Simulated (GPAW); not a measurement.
# NiO (Fm-3m) in GPAW: settings compared

The runs below take NiO through equation of state, band structure, with LDA, TPSS, PBEsol, TPSS+D4.

Program: GPAW 26.7.0. These are calculated values, not measurements. Logs are shortened: lines on timing, memory, paths and dates and some standing lists are left out, and cuts for length are marked. The log counts tension as positive stress, the text compression.

**What was measured.**

From “Local correlations, non-local screening, multiplets, and band formation in NiO”, 2012, arxiv:1210.6675, for a bulk crystal of NiO: band gap 4.3 eV.

How close the calculation comes is told below.

**1. The crystal as given**

It takes space group Fm-3m (No. 225, cubic). Conventional cell: a = 4.172 Å, b = 4.172 Å, c = 4.172 Å, α = 90.00°, β = 90.00°, γ = 90.00°. Ni (site symmetry m-3m) is surrounded by 6 O at 2.09 Å. O (site symmetry m-3m) has 6 Ni at 2.09 Å as nearest neighbours.

**2. Equation of state, LDA, collinear spin, ferromagnetic start**

run.py

```python
from ase import Atoms
from ase.eos import EquationOfState
from ase.io import Trajectory
from ase.units import GPa
from gpaw import GPAW, PW

atoms = Atoms(['Ni', 'O'],
              cell=[[0.0, 2.0859016414, 2.0859016414],
                    [2.0859016414, 0.0, 2.0859016414],
                    [2.0859016414, 2.0859016414, 0.0]],
              scaled_positions=[[0.0, 0.0, 0.0],
                                [0.5, 0.5, 0.5]],
              pbc=True)
atoms.set_initial_magnetic_moments([1.0, 0.0])

traj = Trajectory('eos.traj', 'w')
volumes, energies = [], []
for x in [0.94, 0.96, 0.98, 1.0, 1.02, 1.04, 1.06]:
    a = atoms.copy()
    a.set_cell(atoms.cell * x**(1 / 3), scale_atoms=True)
    calc = GPAW(mode=PW(1600),
                xc='LDA',
                kpts={'size': (8, 8, 8), 'gamma': True},
                occupations={'name': 'fermi-dirac', 'width': 0.05},
                setups='hgh',
                nbands=-11,
                convergence={'density': 1e-05, 'energy': 1e-05},
                maxiter=150,
                txt=f'eos-{x:.2f}.txt')
    a.calc = calc
    energies.append(a.get_potential_energy(force_consistent=True))
    volumes.append(a.get_volume())
    p = -a.get_stress()[:3].mean() / GPa
    calc.write(f'eos-{x:.2f}.gpw')
    traj.write(a)
    print(f'{x:.2f} {volumes[-1]:10.4f} A^3 {energies[-1]:14.6f} eV {p:9.3f} GPa', flush=True)

v0, e0, B = EquationOfState(volumes, energies, eos='birchmurnaghan').fit()
print(f'V0 = {v0:.4f} A^3, E0 = {e0:.6f} eV, B0 = {B / GPa:.2f} GPa')
```

Potentials or basis: HGH pseudopotentials, pw.

Started as:

```bash
$ OMP_NUM_THREADS=1 python run.py
```

What it wrote:

```text
__  _  _
 | _ |_)|_||  |
 |__||  | ||/\| - 26.7.0

Input parameters:
  mode=PW(ecut=1600.0),
  convergence={'density': 1e-05, 'energy': 1e-05},
  kpts=MonkhorstPack(size=(8, 8, 8), gamma=True),
  maxiter=150,
  nbands=-11,
  occupations=Occupations(name='fermi-dirac', width=0.05),
  setups={'default': 'hgh'},
  xc=XC(name='LDA')

Diagonalizing LCAO Hamiltonian
Converting LCAO to pw mode

              O

       Ni

Atoms  # Å, Bohr magnetons
|   | symbol |        x |        y |        z |    initial magnetic moments |
|---|--------|----------|----------|----------|-----------------------------|
| 0 |     Ni | 0.000000 | 0.000000 | 0.000000 | ( 0.0000,  0.0000,  1.0000) |
| 1 |      O | 2.043320 | 2.043320 | 2.043320 | ( 0.0000,  0.0000,  0.0000) |

Unit cell  # Å
| periodic |        x |        y |        z |  lengths |    angles |
|----------|----------|----------|----------|----------|-----------|
|      yes | 0.000000 | 2.043320 | 2.043320 | 2.889691 | 60.000000 |
|      yes | 2.043320 | 0.000000 | 2.043320 | 2.889691 | 60.000000 |
|      yes | 2.043320 | 2.043320 | 0.000000 | 2.889691 | 60.000000 |

Number of symmetries: 48
Symmetry operations  # r_c * U_cc + t_c -> r_c
|    | kind |            matrix            |
|----|------|------------------------------|
|  0 |  σ   |  1, 0, 0,  1, 0,-1,  1,-1, 0 |
|  1 |  C2  |  1, 0, 0,  1,-1, 0,  1, 0,-1 |
|  2 |  E   |  1, 0, 0,  0, 1, 0,  0, 0, 1 |
|  3 |  σ   |  1, 0, 0,  0, 0, 1,  0, 1, 0 |
|  4 |  C4  |  1, 0,-1,  1, 0, 0,  1,-1, 0 |
|  5 |  S6  |  1, 0,-1,  1,-1, 0,  1, 0, 0 |
|  6 |  σ   |  1, 0,-1,  0, 1,-1,  0, 0,-1 |
|  7 |  C3  |  1, 0,-1,  0, 0,-1,  0, 1,-1 |
|  8 |  S6  |  1,-1, 0,  1, 0, 0,  1, 0,-1 |
|  9 |  C4  |  1,-1, 0,  1, 0,-1,  1, 0, 0 |
| 10 |  C3  |  1,-1, 0,  0,-1, 1,  0,-1, 0 |
| 11 |  σ   |  1,-1, 0,  0,-1, 0,  0,-1, 1 |
| 12 |  σ   |  0, 1, 0,  1, 0, 0,  0, 0, 1 |
| 13 |  C4  |  0, 1, 0,  0, 1,-1, -1, 1, 0 |
| 14 |  C3  |  0, 1, 0,  0, 0, 1,  1, 0, 0 |
| 15 |  S6  |  0, 1, 0, -1, 1, 0,  0, 1,-1 |
| 16 |  C2  |  0, 1,-1,  1, 0,-1,  0, 0,-1 |
| 17 |  σ   |  0, 1,-1,  0, 1, 0, -1, 1, 0 |
| 18 |  S4  |  0, 1,-1,  0, 0,-1,  1, 0,-1 |
| 19 |  C4  |  0, 1,-1, -1, 1, 0,  0, 1, 0 |
| 20 |  C3  |  0, 0, 1,  1, 0, 0,  0, 1, 0 |
| 21 |  σ   |  0, 0, 1,  0, 1, 0,  1, 0, 0 |
| 22 |  S6  |  0, 0, 1,  0,-1, 1, -1, 0, 1 |
| 23 |  C4  |  0, 0, 1, -1, 0, 1,  0,-1, 1 |
| 24 |  S4  |  0, 0,-1,  1, 0,-1,  0, 1,-1 |
| 25 |  C3  |  0, 0,-1,  0, 1,-1,  1, 0,-1 |
| 26 |  C2  |  0, 0,-1,  0,-1, 0, -1, 0, 0 |
| 27 |  S6  |  0, 0,-1, -1, 0, 0,  0,-1, 0 |
| 28 |  S4  |  0,-1, 1,  1,-1, 0,  0,-1, 0 |
| 29 |  C4  |  0,-1, 1,  0, 0, 1, -1, 0, 1 |
| 30 |  C2  |  0,-1, 1,  0,-1, 0,  1,-1, 0 |
| 31 |  σ   |  0,-1, 1, -1, 0, 1,  0, 0, 1 |
| 32 |  C3  |  0,-1, 0,  1,-1, 0,  0,-1, 1 |
| 33 |  S6  |  0,-1, 0,  0, 0,-1, -1, 0, 0 |
| 34 |  S4  |  0,-1, 0,  0,-1, 1,  1,-1, 0 |
| 35 |  C2  |  0,-1, 0, -1, 0, 0,  0, 0,-1 |
| 36 |  C2  | -1, 1, 0,  0, 1, 0,  0, 1,-1 |
| 37 |  S6  | -1, 1, 0,  0, 1,-1,  0, 1, 0 |
| 38 |  S4  | -1, 1, 0, -1, 0, 1, -1, 0, 0 |
| 39 |  C3  | -1, 1, 0, -1, 0, 0, -1, 0, 1 |
| 40 |  S6  | -1, 0, 1,  0, 0, 1,  0,-1, 1 |
| 41 |  C2  | -1, 0, 1,  0,-1, 1,  0, 0, 1 |
| 42 |  C3  | -1, 0, 1, -1, 1, 0, -1, 0, 0 |
| 43 |  S4  | -1, 0, 1, -1, 0, 0, -1, 1, 0 |
| 44 |  C2  | -1, 0, 0,  0, 0,-1,  0,-1, 0 |
| 45 |  i   | -1, 0, 0,  0,-1, 0,  0, 0,-1 |
| 46 |  σ   | -1, 0, 0, -1, 1, 0, -1, 0, 1 |
| 47 |  C2  | -1, 0, 0, -1, 0, 1, -1, 1, 0 |

BZ-sampling:
  Number of BZ points: 512
  Number of IBZ points: 29

  Monkhorst-Pack size: [8, 8, 8]
  Monkhorst-Pack shift: [0.0625, 0.0625, 0.0625]

K-points  # in reciprocal-cell coordinates
|     |                                coordinates |     weight |
|-----|--------------------------------------------|------------|
|   0 | (  0.00000000,   0.00000000,   0.00000000) | 0.00195312 |
|   1 | (  0.12500000,   0.12500000,   0.00000000) | 0.01171875 |
|   2 | (  0.12500000,   0.12500000,   0.12500000) | 0.01562500 |
|   3 | (  0.25000000,   0.12500000,   0.12500000) | 0.02343750 |
|   4 | (  0.25000000,   0.25000000,   0.00000000) | 0.01171875 |
|   5 | (  0.25000000,   0.25000000,   0.12500000) | 0.04687500 |
|   6 | (  0.25000000,   0.25000000,   0.25000000) | 0.01562500 |
|   7 | (  0.37500000,   0.25000000,  -0.37500000) | 0.04687500 |
|   8 | (  0.37500000,   0.25000000,   0.12500000) | 0.04687500 |
|   9 | (  0.37500000,   0.25000000,   0.25000000) | 0.04687500 |
| ... |                                            |            |
|  28 | (  0.50000000,   0.50000000,   0.50000000) | 0.00781250 |

Plane wave coefficients: 2509
Cutoff: 1600.0 eV

Spin-components: 2 (collinear spins)
Bands:           19
Projectors:      8
Spin-degeneracy: 1
Datatype:        complex128

Parallelization:
  kpt:    1
  domain: 1
  band:   1

Density:
  Valence electrons: 16.0
  Components: 2
  Grid points: [27 27 27]
  Charge: 0.0  # |e|

Potential:
  Grid points: [27 27 27]

species:
  HGH setup for Ni
      Valence Z=10, rloc=0.56000
      Local part coeffs: zeros
      Projectors:
          l=0, rc=0.42540
          l=1, rc=0.58408
          l=2, rc=0.27811
      Diagonal coefficients of nonlocal parts:
          l=0:  3.61965,  3.08896,  3.05860
          l=1:  1.74222,  0.38634
          l=2: -11.60843

    LCAO basis set for Ni:
      Name: atompaw.sz
      This basis set was not loaded from a file
      Number of radial functions: 2
      Number of spherical harmonics: 6
        l=0, rc=8.9500 Bohr: 1s e=-0.214 f=2.000
        l=2, rc=8.9500 Bohr: 1d e=-0.335 f=8.000
      Number of RI-basis functions 0

  HGH setup for O
      Valence Z=6, rloc=0.24762
      Local part coeffs: -16.58032, 2.39570
      Projectors:
          l=0, rc=0.22179
          l=1, rc=0.25683
      Diagonal coefficients of nonlocal parts:
          l=0: 18.26692
          l=1:  0.00000

    LCAO basis set for O:
      Name: atompaw.sz
      This basis set was not loaded from a file
      Number of radial functions: 2
      Number of spherical harmonics: 4
        l=0, rc=8.9500 Bohr: 1s e=-0.871 f=2.000
        l=1, rc=8.9500 Bohr: 1p e=-0.338 f=4.000
      Number of RI-basis functions 0

Reference energy: 0.000000  # eV

eigensolver:
  PPCG
  Converge bands: occupied
  niter=2

density mixing:
  MSR1-Mixer
  Pratt-step length: 0.05
  Maximum mixing coefficient: 0.75
  Old densities: 10
  SVD Regularization: 0.005
  Good broyden scale: 1.0
  Trust region scale: 1.0
  Backstep threshold: 4.0
  History deletion threshold: 6.0
  Fourier metric: weight=20.0, sigma=0.015

occupation numbers:
  Fermi-Dirac:
    width: 0.0500  # eV

poisson solver:
  ecut: 12800.0  # eV

xc functional:
  name: None

convergence criteria:
- Maximum integral of absolute [dens]ity change: 1e-05 electrons / valence electron
- Maximum [total energy] change in last 3 cyles: 1e-05 eV / valence electron
- Maximum integral of absolute [eigenst]ate change: 4e-08 eV^2 / valence electron
maximum number of iterations: 150

SCF iterations
|iter     | |      energy | eigst |  dens |  magmom |
|---------|-|-------------|-------|-------|---------|
|iter:   1| |-1446.075290 | +0.58 |       |  +1.0000|
|iter:   2| |-1446.078111 | -1.33 | -0.87 |  +1.0083|
|iter:   3| |-1446.177680 | -2.16 | -0.90 |  +1.1009|
|iter:   4| |-1446.358484 | -1.99 | -1.15 |  +1.4193|
|iter:   5| |-1446.516314 | -1.93 | -1.44 |  +1.9186|
|iter:   6| |-1446.497794 | -2.13 | -1.69 |  +2.1405|
|iter:   7| |-1446.503004 | -3.21 | -1.96 |  +2.0027|
|iter:   8| |-1446.503114 | -4.45 | -2.73 |  +2.0083|
|iter:   9| |-1446.503133c| -5.42 | -3.05 |  +1.9973|
|iter:  10| |-1446.503133c| -7.07 | -4.07 |  +1.9969|
|iter:  11| |-1446.503136c| -7.44c| -4.21 |  +1.9979|
|iter:  12| |-1446.503135c| -7.67c| -4.67 |  +1.9976|
|iter:  13| |-1446.503135c| -8.51c| -5.55c|  +1.9976|

Converged in 13 steps
Energy contributions relative to reference atoms: (reference = 0.000000)

Energy contributions:
  Kinetic:         849.777974
  Coulomb:       -1978.168782
  Zero:            -49.049310
  External:          0.000000
  Xc:             -269.062766
  Entropy:          -0.000502
  Spinorbit:         0.000000
  ----------------------------
  Free energy:   -1446.503386
  Extrapolated:  -1446.503135

dipole moment: (-20.433203, -20.433203, -20.433203)  # |e|*Ang

Total magnetic moment: (0.000000, 0.000000, 1.997597)

Local magnetic moments
|        x |        y |        z |
|----------|----------|----------|
| 0.000000 | 0.000000 | 0.000000 |  # Ni   0
| 0.000000 | 0.000000 | 0.000000 |  # O    1

Fermi level: 7.859
Eigenvalues  # (at kpt = [0.000, 0.000, 0.000])
| band index |      eig [eV] | occ [0-1] |      eig [eV] | occ [0-1] |
|------------|---------------|-----------|---------------|-----------|
|          0 |       -13.090 |     1.000 |       -12.616 |     1.000 |
|          1 |         3.401 |     1.000 |         5.193 |     1.000 |
|          2 |         3.401 |     1.000 |         5.193 |     1.000 |
|          3 |         3.852 |     1.000 |         5.194 |     1.000 |
|          4 |         3.853 |     1.000 |         5.925 |     1.000 |
|          5 |         3.853 |     1.000 |         5.926 |     1.000 |
[... 8 lines left out ...]
|         14 |        29.924 |     0.000 |        30.546 |     0.000 |
|         15 |        29.924 |     0.000 |        30.546 |     0.000 |
|        ... |               |           |               |           |
|         18 |        34.953 |     0.000 |        36.131 |     0.000 |

Gap: 0.238 eV
Transition (v -> c):
  (s=0, k=28, n=8, [0.50, 0.50, 0.50]) -> (s=1, k=0, n=7, [0.00, 0.00, 0.00])
Direct/indirect transitions are different
Direct gap: 0.960 eV
Transition at: (s=1, k=4, n=6, [0.25, 0.25, 0.00])

Stress tensor  # eV/Ang^3
|        x |        y |        z |
|----------|----------|----------|
| 0.852312 | 0.000000 | 0.000000 |
| 0.000000 | 0.852312 | 0.000000 |
| 0.000000 | 0.000000 | 0.852312 |

# Writing to eos-0.94.gpw (mode='')
```

Run time: 8.3 min. Hardware: 1 thread of Arm Neoverse V1, shared host; peak memory 0.34 GiB.

Results:

- Equilibrium volume: 8.87 Å³/atom (rough: see the caveat)
- Bulk modulus: 270 GPa (rough)

Energy against volume, from the lowest point:
```
volume (Å³/atom)  energy (meV/atom)
           8.531              11.86
           8.713               5.00
           8.894               0.00
           9.076               1.11
           9.257              10.74
           9.439              26.42
           9.620              34.05
```

Caveat: the energies scatter about the fit; the fit is doubtful: noisy points or a state that changes with volume; the points scatter about the fit; HGH potentials are hard and often keep d shells in the core, so these values are rough.

**3. Band structure, TPSS, collinear spin, ferromagnetic start**

run.py

```python
from ase.dft.bandgap import bandgap
from ase.io import read, write
from ase.units import GPa
from gpaw import GPAW, PW

atoms = read('POSCAR')
atoms.set_initial_magnetic_moments([1.0, 0.0])

calc = GPAW(mode=PW(800),
            xc='MGGA_X_TPSS+MGGA_C_TPSS',
            kpts={'size': (8, 8, 8), 'gamma': True},
            occupations={'name': 'fermi-dirac', 'width': 0.05},
            nbands=22,
            convergence={'density': 1e-05, 'energy': 1e-05},
            eigensolver='davidson',
            maxiter=150,
            txt='gpaw.txt')
atoms.calc = calc
energy = atoms.get_potential_energy()
forces = atoms.get_forces()
stress = atoms.get_stress()
calc.write('gs.gpw')
write('result.traj', atoms)
print(f'Energy: {energy:.6f} eV')
print('Forces (eV/A):')
print(forces.round(4))
print('Stress (GPa):', (stress / GPa).round(3))
print('Moments:', calc.get_magnetic_moments().round(3))
print('Fermi level:', round(calc.get_fermi_level(), 4), 'eV')
print(f'Gap: {bandgap(calc)[0]:.4f} eV, direct: {bandgap(calc, direct=True)[0]:.4f} eV')

path = atoms.cell.bandpath('GXWKGLUWLK,UX', npoints=60, eps=1e-4)
bs_calc = calc.fixed_density(kpts=path, symmetry='off', nbands=31,
                             convergence={'bands': 'CBM+6.0', 'eigenstates': 1e-6}, txt='bands.txt')
bs = bs_calc.band_structure()
bs.write('bs.json')
print(f'Gap on the path: {bandgap(bs_calc)[0]:.4f} eV')
```

POSCAR

```
NiO
1.0
    0.0000000000      2.0859016414      2.0859016414
    2.0859016414      0.0000000000      2.0859016414
    2.0859016414      2.0859016414      0.0000000000
Ni O
1 1
Direct
    0.0000000000      0.0000000000      0.0000000000
    0.5000000000      0.5000000000      0.5000000000
```

Potentials or basis: GPAW PAW data sets (gpaw-data 1.2.1), pw.

Started as:

```bash
$ OMP_NUM_THREADS=1 python run.py
```

Wall time 3 min (1 thread of Arm Neoverse V1, shared host); peak memory 0.34 GiB.

Results (log left out):

| Quantity | Value |
| --- | --- |
| Free energy | -23.2964 eV |
| Pressure | 8.2 GPa |
| Band gap along the path | none (metal or under the smearing width) |
| Net moment | 1.94 μB per cell |
| Site moments | Ni +1.62; O +0.22 μB |

Levels at the corners of the path, in eV from the Fermi level:
Spin up:
```tsv
point	band 9	band 10	band 11	band 12	band 13
Γ	-3.24	-3.03	-3.03	-3.03	1.09
X	-3.25	-2.69	-1.97	-1.97	5.94
W	-2.22	-2.22	-1.97	-1.60	8.37
K	-2.23	-2.10	-1.84	-1.50	7.61
Γ	-3.24	-3.03	-3.03	-3.03	1.09
L	-2.31	-1.71	0.05	0.05	5.04
U	-2.23	-2.10	-1.84	-1.50	7.61
W	-2.22	-2.22	-1.97	-1.60	8.37
L	-2.31	-1.71	0.05	0.05	5.04
K	-2.23	-2.10	-1.84	-1.50	7.61
U	-2.23	-2.10	-1.84	-1.50	7.61
X	-3.25	-2.69	-1.97	-1.97	5.94
```
Spin down:
```csv
point,band 7,band 8,band 9,band 10,band 11,band 12,band 13
Γ,-2.66,-2.22,-2.22,-2.22,-0.30,-0.30,1.57
X,-4.07,-3.26,-1.07,-1.07,0.17,0.72,6.51
W,-5.34,-1.40,-1.40,-1.07,0.59,1.32,9.06
K,-4.55,-1.98,-1.21,-0.96,0.84,1.34,8.17
Γ,-2.66,-2.22,-2.22,-2.22,-0.30,-0.30,1.57
L,-4.93,-1.24,-1.24,-0.85,2.58,2.58,5.33
U,-4.55,-1.98,-1.21,-0.96,0.84,1.34,8.17
W,-5.34,-1.40,-1.40,-1.07,0.59,1.32,9.06
L,-4.93,-1.24,-1.24,-0.85,2.58,2.58,5.33
K,-4.55,-1.98,-1.21,-0.96,0.84,1.34,8.17
U,-4.55,-1.98,-1.21,-0.96,0.84,1.34,8.17
X,-4.07,-3.26,-1.07,-1.07,0.17,0.72,6.51
```

Caveat: the stock nickel data set gives pressures a few GPa off other programs; the PAW data sets were made with another functional, which shifts forces and pressure a little; a cell with one magnetic atom can't hold antiferromagnetic order, which such compounds often take; semilocal functionals often make such compounds metallic where correlation or magnetic order opens a gap, which also shifts bond lengths.

(Continued in part 2 of 2.)
